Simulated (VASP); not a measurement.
Runs of VASP 6.6.1 on As. It takes space group Pm-3m (No. 221, cubic). The conventional cell has a = 2.704 Å, b = 2.704 Å, c = 2.704 Å, α = 90.00°, β = 90.00°, γ = 90.00°. As (site symmetry m-3m) has 6 As at 2.70 Å as nearest neighbours. This isn't the form of As at room conditions, which is rhombohedral.

```tsv
level	potentials or basis	gap on the mesh (eV)	pressure (GPa)	relaxed volume (Å³/atom)
rev-vdW-DF2	VASP PAW PBE potentials, release 64 (As)	none	0.0	20.21
optB88-vdW	VASP PAW PBE potentials, release 64 (As)	none	0.0	20.71
LDA	VASP PAW LDA potentials, release 64 (As)	none	0.0	19.14
r2SCAN	VASP PAW PBE potentials, release 64 (As)	none	0.0	(a)
AM05	VASP PAW PBE potentials, release 64 (As)	none	0.0	19.38
SCAN	VASP PAW PBE potentials, release 64 (As)	none	0.0	19.47
BLYP	VASP PAW PBE potentials, release 64 (As)	none	0.0	(c)
PBEsol	VASP PAW PBE potentials, release 64 (As)	none	0.0	(b)
```

Alike in all rows: task relaxation of cell and atoms; no spin polarisation; cell relaxed; k mesh 10 × 10 × 10; cutoff (eV) 600; smearing fermi-dirac 0.05 eV.

Fill in the values left out.

(a) 19.72; (b) 19.48; (c) 22.06.

Caveats: the PAW data sets were made with another functional, which shifts forces and pressure a little (some runs).

A k mesh can miss the band edges, and the runs leave out spin-orbit coupling on As.

A gap of «none» marks a metal or a gap under the smearing width.
